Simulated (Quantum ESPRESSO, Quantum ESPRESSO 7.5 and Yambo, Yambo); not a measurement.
**SiC (Moissanite): a self-consistent loop beyond G0W0, cycle by cycle**

Wanted: G0W0 and self-consistent gaps of SiC (Moissanite), with the cost of the cycles.

Program: Quantum ESPRESSO 7.5 and Yambo 5.3.0. Level of theory: PBE and many-body steps on it, plane waves. Results are calculated unless marked as measured.

**Experimental background.**

- Gap 3.33 eV: band gap at cryogenic temperature; bulk crystal (literature value) (quoted in “Silicon carbide diodes for neutron detection”, 2020, arxiv:2009.14696).

### Step 1. The starting structure

The structure is hexagonal, space group P6_3mc (No. 186). The conventional cell has a = 3.076 Å, b = 3.076 Å, c = 5.048 Å, α = 90.00°, β = 90.00°, γ = 120.00°. Si has 4 C at 1.87 to 1.94 Å nearest. C has 4 Si at 1.87 to 1.94 Å nearest. Farther neighbours are not listed.

The cell and positions come from the Crystallography Open Database and are kept as given unless a step says otherwise.

### Step 2. Empty states on the mesh, 3×3×4 mesh, 101 bands

This step: Quantum ESPRESSO 7.5; DFT, PBE, plane waves, norm-conserving pseudopotentials.

The sums over transitions need many empty states on a uniform mesh; this step solves for them.

pw.in reads:

```
&control
  calculation = 'nscf'
  prefix = 'x'
  outdir = 'o'
  pseudo_dir = 'pseudo'
/
&system
  ibrav = 0
  nat = 4
  ntyp = 2
  ecutwfc = 74.0
  nbnd = 101
  force_symmorphic = .true.
/
&electrons
  conv_thr = 1e-9
  electron_maxstep = 80
  diago_full_acc = .true.
  diago_thr_init = 5e-6
/
ATOMIC_SPECIES
  Si 28.085 Si.upf
  C 12.011 C.upf
CELL_PARAMETERS angstrom
  3.0760000000 0.0000000000 0.0000000000
  -1.5380000000 2.6638941420 0.0000000000
  0.0000000000 0.0000000000 5.0480000000
ATOMIC_POSITIONS crystal
  Si 0.3333333333 0.6666666667 0.0000000000
  Si 0.6666666667 0.3333333333 0.5000000000
  C 0.3333333333 0.6666666667 0.3850000000
  C 0.6666666667 0.3333333333 0.8850000000
K_POINTS automatic
  3 3 4 0 0 0
```

Run with:

```
$ OMP_NUM_THREADS=1 mpirun -n 4 pw.x -nk 4 -in pw.in > pw.out
```

Output:

```text
Program PWSCF v.7.5 starts

     This program is part of the open-source Quantum ESPRESSO suite
     for quantum simulation of materials; please cite
         "P. Giannozzi et al., J. Phys.:Condens. Matter 21 395502 (2009);
         "P. Giannozzi et al., J. Phys.:Condens. Matter 29 465901 (2017);
         "P. Giannozzi et al., J. Chem. Phys. 152 154105 (2020);
     in publications or presentations arising from this work. More details at

     Atomic positions and unit cell read from directory:
     o/x.save/

     Message from routine setup:
[...]
k = 0.0000 0.0000-0.3047 (  2978 PWs)   bands (ev):

[...]
82.4668  82.4668  82.4668  82.4668  83.3143  83.3143  84.8447  84.8447
    84.8447  84.8447  88.8167  88.8167  88.8167  88.8167  89.7260  89.7260
    89.7260  89.7260  89.9220  89.9220  92.5567

          k = 0.0000 0.3849 0.0000 (  3004 PWs)   bands (ev):

     [... further k-points ...]

     highest occupied, lowest unoccupied level (ev):     9.8010   12.1304

     XML data file, pseudopotentials, collected wavefunctions

=------------------------------------------------------------------------------=
   JOB DONE.
=------------------------------------------------------------------------------=
```

Wall time 6.3 s (4 MPI ranks of Arm Neoverse V1, shared host); peak memory 0.29 GiB.

Numbers from this step:

| Quantity | Value |
| --- | --- |
| gap | 2.329 eV |
| k of the valence top | 0, 0, 0 |
| k of the conduction bottom | 0.3333, 0.3333, 0 |
| least direct gap | 4.403 eV |
| k points computed | 10 |
| lowest point of the top converged band, above the valence top | 81.0840 eV |

On this mesh the gap is 2.329 eV.

The density comes from a self-consistent run that is not shown.

### Step 3. Conversion and set-up

This step: Yambo 5.3.0; conversion and set-up on PBE, plane waves, norm-conserving pseudopotentials.

The states are converted to the many-body program's format and the q mesh is built.

Run with:

```
$ (cd o/x.save; p2y > p2y.log; mv SAVE ../..); yambo > setup.log
```

Output:

```text
 Yambo, version 5.3.0

 [02] CORE Variables Setup
 =========================

  [02.01] Unit cells
  ==================

  Cell kind             :  HCP
  Atoms in the cell     :  Si  C
  number of Si atoms    :  2
  number of C  atoms    :  2

  List of atomic masses
  Mass of Si    :  28.08500
  Mass of C     :  12.01100

  List of atomic coordinates    : [cc]
  Si1       : -0.29064E-09   3.3560       0.0000      order 1
  Si2       :  2.906399  1.678010  4.769669  order 2
  C1       : -0.29064E-09   3.3560       3.6726      order 3
[...]
IBZ Q-points                                      :  10
 BZ  Q-points                                      :   36

 K/Q-points units:
 rlu = crystal or reduced units; cc = cartesian coordinates; iku = interal k-units

 Q [ 1]         [rlu]:  0.000000  0.000000  0.000000
 Q [ 2]         [rlu]:  0.000000  0.000000  0.250000
 Q [ 3]         [rlu]:  0.000000  0.000000 -0.500000
[...]
Q [ 8]         [rlu]:  0.333333  0.333333  0.250000
 Q [ 9]         [rlu]:  0.333333  0.333333 -0.500000
 Q [10]         [rlu]: -0.10530E-16 -0.33333      0.25000

  [03.01] X indexes
  =================

   [03.01.01] Sigma indexes
   ========================

 [06] Game Over & Game summary
```

The job ended after 2.1 s (1 MPI rank; peak memory 0.23 GiB).

### Step 4. G0W0

Now the one-shot GW correction: screening in the RPA, then the self-energy of the levels asked for.

This step: G0W0 on PBE, plane waves, norm-conserving pseudopotentials.

gw1.in reads:

```
HF_and_locXC
gw0
dyson
ppa
em1d
rim_cut
RandQpts= 1000000
RandGvec= 1 RL
EXXRLvcs= 74 Ry
VXCRLvcs= 296 Ry
Chimod= "HARTREE"
% BndsRnXp
 1 | 101 |
%
NGsBlkXp= 9.5 Ry
% LongDrXp
 1 | 1 | 1 |
%
% GbndRnge
 1 | 101 |
%
DysSolver= "n"
ExtendOut
PPAPntXp= 27.21138 eV
% QPkrange
 1 | 10 | 1 | 14 |
%
```

Run with:

```
$ OMP_NUM_THREADS=1 mpirun -n 4 yambo -F gw1.in -J gw1 -C gw1 > gw1.log
```

Output:

```text
 Yambo, version 5.3.0

 [02] CORE Variables Setup
 =========================

  [... cell, symmetries and grids as in the set-up ...]

  [02.05] Energies & Occupations
  ==============================

  [X] === General ===
  [X] Electronic Temperature                        :  0.000000  0.000000 [eV K]
  [X] Bosonic    Temperature                        :  0.000000  0.000000 [eV K]
  [X] Finite Temperature mode                       : no
  [X] El. density                                   :  0.38681E+24 [cm-3]
  [X] Fermi Level                                   :  9.800992 [eV]

  [X] === Gaps and Widths ===
  [X] Conduction Band Min                           :  2.329368 [eV]
  [X] Valence Band Max                              :  0.000000 [eV]
  [X] Filled Bands                                  :   8
  [X] Empty Bands                                   :    9  101
  [X] Direct Gap                                    :  4.402918 [eV]
  [X] Direct Gap localized at k                     :   4
  [X] Indirect Gap                                  :  2.329368 [eV]
  [X] Indirect Gap between kpts                     :   1   7
  [X] Last valence band width                       :  4.041689 [eV]
  [X] 1st conduction band width                     :  3.376940 [eV]

 [03] Transferred momenta grid and indexing
 ==========================================

 IBZ Q-points                                      :  10
 BZ  Q-points                                      :   36

 K/Q-points units:
 rlu = crystal or reduced units; cc = cartesian coordinates; iku = interal k-units

 Q [ 1]         [rlu]:  0.000000  0.000000  0.000000
 Q [ 2]         [rlu]:  0.000000  0.000000  0.250000
 Q [ 3]         [rlu]:  0.000000  0.000000 -0.500000
 Q [ 4]         [rlu]:  0.10530E-16  0.33333       0.0000
 Q [ 5]         [rlu]:  0.10530E-16  0.33333      0.25000
 Q [ 6]         [rlu]:  0.10530E-16  0.33333     -0.50000
 Q [ 7]         [rlu]:  0.333333  0.333333  0.000000
 Q [ 8]         [rlu]:  0.333333  0.333333  0.250000
 Q [ 9]         [rlu]:  0.333333  0.333333 -0.500000
 Q [10]         [rlu]: -0.10530E-16 -0.33333      0.25000

 [04] Coloumb potential Random Integration (RIM)
 ===============================================

  [04.01] RIM initialization
  ==========================

  * Diagonal components only detected *

  8 x (sBL volume)        :  0.197473 [a.u.]
  sBZ random points       :  1000000
  Points outside the sBZ  :   7980387
  RL volume               :  0.888629 [a.u.]
  Integrated volume       :  0.890813 [a.u.]

  [04.02] RIM integrals
  =====================

  Gamma point sphere radius             :  0.105630 [a.u.]
  Points outside the sphere             :   813512
  [Int_sBZ(q=0) 1/q^2]*(Vol_sBZ)^(-1/3) =:  7.220721
                                 should be <:  7.795600

  Summary of Coulomb integrals for non-metallic bands |Q|[au] RIM/Bare

  Q [1] 0.100000E-4 0.926256 * Q [2] 0.164665 0.633513
  Q [3] 0.329330 0.866147 * Q [4] 0.416047 1.148303
  Q [5] 0.447448 1.092121 * Q [10] 0.447448 1.090956
  Q [6] 0.530616 1.026046 * Q [7] 0.720615 1.047175
  Q [8] 0.739189 1.040740 * Q [9] 0.792303 1.027473

 [05] Dipoles
 ============

  [05.01] Setup: observables and procedures
  =========================================

  [WARNING] [x,Vnl] slows the Dipoles computation. To neglect it rename the ns.kb_pp file

 [06] Dynamic Dielectric Matrix (PPA)
 ====================================

 [WR./gw1//ndb.pp]---------------------------------------------------------------
  Brillouin Zone Q/K grids (IBZ/BZ)                :   10   36   10   36
  RL vectors                                       :   3863 [WF]
  Coulomb cutoff potential                         : none
  Electronic Temperature                           :  0.000000 [K]
  Bosonic    Temperature                           :  0.000000 [K]
  PPA    diel. fun.  energies                      : Perdew, Burke & Ernzerhof(X)+Perdew, Burke & Ernzerhof(C)
[...]
X band range                                     :    1  101
  X e/h energy range                               : -1.000000 -1.000000 [eV]
  X Time ordering                                  : R
  X Hxc Kernel                                     : HARTREE
  X Drude frequency                                :  0.000000  0.000000
  X poles                                          :  100.0000 [o/o]
  RL vectors in the sum                            :   3863
  [r,Vnl] included                                 : yes
  Field direction                                  :  0.577350E-5  0.577350E-5  0.577350E-5
  BZ energy Double Grid                            : no
  BZ energy DbGd points                            : 0
  BZ Q point size factor                           : -1.000000
  X Optical Averaged directions                    : none

 [07] Local Exchange-Correlation + Non-Local Fock
 ================================================

 [VXC] Plane waves :  23969
 [EXS] Plane waves :  3009

 QP @ state[ 1 ] K range:   1  10
 QP @ state[ 1 ] b range:   1  14

 [xc] Functional : Perdew, Burke & Ernzerhof(X)+Perdew, Burke & Ernzerhof(C)
 [xc] LIBXC used to calculate xc functional
  PP Number of Atomic Species                      :  2
  NLCC RL compoments                               :  23969
  PP Number of Atomic Species                      :  2
  NLCC RL compoments                               :  23969

 [xc] E_xc :  -6.120659 [Ha]
      E_xc :  -12.24132 [Ry]

  Local XC kind (lXC) : Perdew, Burke & Ernzerhof(X)+Perdew, Burke & Ernzerhof(C)
  Non-Local XC kind (nlXC) : Hartree-Fock

  Corrections @ K [1] :  [eV]
 <1|nlXC|1> = -21.77089 -0.95979E-17 <1|lXC|1> = -12.80864 -0.18882E-15
 <2|nlXC|2> = -21.83495 -0.57158E-17 <2|lXC|2> = -13.86705 -0.94408E-16
 <3|nlXC|3> = -17.72872 -0.22635E-16 <3|lXC|3> = -11.97909  0.18882E-15
 <4|nlXC|4> = -18.00653 -0.64227E-17 <4|lXC|4> = -14.53476 -0.18882E-15
 <5|nlXC|5> = -18.00595 -0.53545E-17 <5|lXC|5> = -14.53476 -0.37763E-15
 <6|nlXC|6> = -17.98772 -0.81458E-17 <6|lXC|6> = -15.10346  0.18882E-15
[...]
Corrections @ K [2] :  [eV]
[...]
Corrections @ K [3] :  [eV]
[...]
Corrections @ K [4] :  [eV]
[...]
Corrections @ K [5] :  [eV]
[...]
[... 4 further k-points ...]
  Corrections @ K [10] :  [eV]
[...]
<12|nlXC|12> = -6.405595  0.43188E-17 <12|lXC|12> = -12.48928 -0.14751E-16
 <13|nlXC|13> = -5.437976 -0.10597E-18 <13|lXC|13> = -11.37044  0.000000
 <14|nlXC|14> = -5.704655  0.12496E-17 <14|lXC|14> = -12.35260  0.23602E-15

  [07.01] Hartree-Fock occupations report
  =======================================

  [Hartree-Fock] === General ===
  [Hartree-Fock] Electronic Temperature             :  0.000000  0.000000 [eV K]
  [Hartree-Fock] Bosonic    Temperature             :  0.000000  0.000000 [eV K]
  [Hartree-Fock] Finite Temperature mode            : no
  [Hartree-Fock] El. density                        :  0.38681E+24 [cm-3]
  [Hartree-Fock] Fermi Level                        :  9.800992 [eV]

  [Hartree-Fock] === Gaps and Widths ===
  [Hartree-Fock] Conduction Band Min                :  6.726125 [eV]
  [Hartree-Fock] Valence Band Max                   : -2.227420 [eV]
  [Hartree-Fock] Filled Bands                       :   8
  [Hartree-Fock] Empty Bands                        :    9  101
  [Hartree-Fock] Direct Gap                         :  12.32072 [eV]
  [Hartree-Fock] Direct Gap localized at k          :  1
  [Hartree-Fock] Indirect Gap                       :  8.953544 [eV]
  [Hartree-Fock] Indirect Gap between kpts          :   1   7
  [Hartree-Fock] Last valence band width            :  5.645538 [eV]
  [Hartree-Fock] 1st conduction band width          :  4.640677 [eV]

 [08] Dyson equation: Newton solver
 ==================================

  [08.01] G0W0 (W PPA)
  ====================

  [  GW  ] Bands range     :    1  101
  [GW/PPA] G damping       :  0.100000 [eV]

  QP @ state[ 1 ] K range:   1  10
  QP @ state[ 1 ] b range:   1  14

   Sc/G bands                                       :    1  101
   Sc/G damping                                     :  0.100000 ev
   Sc bands terminator                              : no
   Sx RL components                                 :  3009

   QP @ state[ 1 ] K range                          :   1  10
   QP @ state[ 1 ] b range                          :   1  14
   GF energies kind                                 : Perdew, Burke & Ernzerhof(X)+Perdew, Burke & Ernzerhof(C)
   GF WF`s kind                                     : Perdew, Burke & Ernzerhof(X)+Perdew, Burke & Ernzerhof(C)
   Xs energies kind                                 : Perdew, Burke & Ernzerhof(X)+Perdew, Burke & Ernzerhof(C)
   Xs WF`s kind                                     : Perdew, Burke & Ernzerhof(X)+Perdew, Burke & Ernzerhof(C)

 [11] Game Over & Game summary
```

Elapsed: 2.5 min, on 4 MPI ranks; peak memory 1.5 GiB.

This step gave:

```yaml
g0w0_gap_on_the_mesh: 2.833 eV
starting_gap_on_the_mesh: 2.329 eV
k_of_the_valence_top: 0, 0, 0
k_of_the_conduction_bottom: 0.3333, 0.3333, 0
least_direct_g0w0_gap_on_the_computed_points: 5.262 eV
z_at_the_valence_top: 0.8007
z_at_the_conduction_bottom: 0.8285
```

The gap on the mesh goes from 2.33 eV to 2.83 eV, a correction of +0.50 eV.

### Step 5. evGW0, cycle 1

This step: evGW0 on PBE, plane waves, norm-conserving pseudopotentials.

gw2.in, as its differences from gw1.in of step 4:

```diff
@@ -27 +27,2 @@
 %
+GfnQPdb= "E < ./gw1/ndb.QP"
```

Run with:

```
$ OMP_NUM_THREADS=1 mpirun -n 4 yambo -F gw2.in -J gw2,gw1_W -C gw2 > gw2.log
```

Output:

```text
 Yambo, version 5.3.0

 [02] CORE Variables Setup
 =========================

  [... cell, symmetries and grids as in the set-up ...]

  [02.05] Energies & Occupations
  ==============================

  [X] === General ===
  [X] Electronic Temperature                        :  0.000000  0.000000 [eV K]
  [X] Bosonic    Temperature                        :  0.000000  0.000000 [eV K]
  [X] Finite Temperature mode                       : no
  [X] El. density                                   :  0.38681E+24 [cm-3]
  [X] Fermi Level                                   :  9.800992 [eV]

  [X] === Gaps and Widths ===
  [X] Conduction Band Min                           :  2.329368 [eV]
  [X] Valence Band Max                              :  0.000000 [eV]
  [X] Filled Bands                                  :   8
  [X] Empty Bands                                   :    9  101
  [X] Direct Gap                                    :  4.402918 [eV]
  [X] Direct Gap localized at k                     :   4
  [X] Indirect Gap                                  :  2.329368 [eV]
  [X] Indirect Gap between kpts                     :   1   7
  [X] Last valence band width                       :  4.041689 [eV]
  [X] 1st conduction band width                     :  3.376940 [eV]

 [03] Transferred momenta grid and indexing
 ==========================================

 IBZ Q-points                                      :  10
 BZ  Q-points                                      :   36

 K/Q-points units:
 rlu = crystal or reduced units; cc = cartesian coordinates; iku = interal k-units

 Q [ 1]         [rlu]:  0.000000  0.000000  0.000000
 Q [ 2]         [rlu]:  0.000000  0.000000  0.250000
 Q [ 3]         [rlu]:  0.000000  0.000000 -0.500000
[...]
[G+QP] Direct Gap                                 :  5.261867 [eV]
  [G+QP] Direct Gap localized at k                  :   4
  [G+QP] Indirect Gap                               :  2.833116 [eV]
  [G+QP] Indirect Gap between kpts                  :   1   7
  [G+QP] Last valence band width                    :  4.490827 [eV]
  [G+QP] 1st conduction band width                  :  3.661961 [eV]

  [coarse-grid] Minimum Bare Gap        [ev]:  2.329368
  [coarse-grid] Minimum Gap Correction  [ev]:  0.503748

  Eqp @ K [ 1]
  -16.16177 -12.75122  -9.37541  -1.83901  -1.83828  -0.36603  -0.36527   0.00000
    5.41531   6.78056   7.20266   7.20298   8.31237   9.56920   9.67033  12.48211
  Eqp @ K [ 2]
  -15.88207 -13.78079  -7.84188  -1.76776  -1.65371  -1.65294  -0.61597  -0.61564
[...]
Eqp @ K [ 3]
[...]
Eqp @ K [ 8]
[...]
Eqp @ K [ 9]
[...]
5.53574   5.53573   6.76641   6.76653  11.39771  11.39768  12.58050  12.58050
    3.83297   4.90680   6.83335   9.09235   9.17178  10.77720  12.49884  12.80007

 [07] Dipoles
 ============

  [07.01] Setup: observables and procedures
  =========================================

 [08] Dynamic Dielectric Matrix (PPA)
 ====================================

   Sc/G bands                                       :    1  101
   Sc/G damping                                     :  0.100000 ev
   Sc bands terminator                              : no
   Sx RL components                                 :  3009

   QP @ state[ 1 ] K range                          :   1  10
   QP @ state[ 1 ] b range                          :   1  14
   GF energies kind                                 : Perdew, Burke & Ernzerhof(X)+Perdew, Burke & Ernzerhof(C)+ E < ./gw1/ndb.QP + @E Fit
   GF WF`s kind                                     : Perdew, Burke & Ernzerhof(X)+Perdew, Burke & Ernzerhof(C)
   Xs energies kind                                 : Perdew, Burke & Ernzerhof(X)+Perdew, Burke & Ernzerhof(C)
   Xs WF`s kind                                     : Perdew, Burke & Ernzerhof(X)+Perdew, Burke & Ernzerhof(C)

 [13] Game Over & Game summary
```

Wall time 2.3 min (4 MPI ranks); peak memory 1.5 GiB.

Numbers from this step:

```
quasiparticle gap on the mesh                         : 2.903 eV
gap of the density functional on the mesh             : 2.329 eV
k of the valence top                                  : 0, 0, 0
k of the conduction bottom                            : 0.3333, 0.3333, 0
least direct quasiparticle gap on the computed points : 5.385 eV
Z at the valence top                                  : 0.8053
Z at the conduction bottom                            : 0.8355
```

Against G0W0 in Yambo (3×3×4 mesh, 101 bands, screening to 129.3 eV, Godby-Needs plasmon pole), the gap moves by +0.070 eV.

The program's own table gives 2.986 eV, which is too large where the input levels are shifted: this version takes Σc at the unshifted level E₀, yet steps from the shifted one. The value above is the Newton step from E₀, E₀ + Z(Σc + Σx − Vxc), rebuilt from the printed columns.

(Continued in part 2 of 2.)

[Paths, hosts, dates, memory and timing lines, banners, echoed tables and standing remarks are left out of the program output.]

[Logs are printed without paths, hosts, clocks, repeated set-up lines and the standing remarks that a program may print on its own settings, such as how far it seeks lower states.]

[Runs of the session that timed out or met a known fault of the program may be left out.]

[Hosts, paths, dates, database ids (printed as entryN), source tags and the programs' standing remarks are cut or masked in the printed files.]
